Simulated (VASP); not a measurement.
Li2O:

```
O Li
1.0
     0.00000    2.28637    2.28637
     2.28637    0.00000    2.28637
     2.28637    2.28637    0.00000
O Li
1 2
Direct
  0.00000 0.00000 0.00000
  0.25000 0.25000 0.25000
  0.75000 0.75000 0.75000
```

The cell was built by a generator and needn't be a form met in nature.

Base run:

- Program: VASP 6.6.1
- Functional: r2SCAN
- Potentials or basis: VASP PAW PBE potentials, release 64 (O, Li_sv)
- Cutoff: 520 eV
- k mesh: 6 × 6 × 6
- Occupations: gaussian, width 0.01 eV
- Spin: no spin polarisation

Its results: band gap on the k mesh 5.73 eV, indirect (least direct gap 6.35 eV).

Task: The run is repeated on the same cell with these changes: functional from r2SCAN to HSE06; k mesh from 6 × 6 × 6 to 4 × 4 × 4. What comes out?

Result: Band gap on the k mesh 6.64 eV, indirect (least direct gap 7.16 eV).

Several settings changed at once, so the effect can't be laid on one alone.

Caveats: some runs use coarse meshes.

A k mesh can miss the band edges.
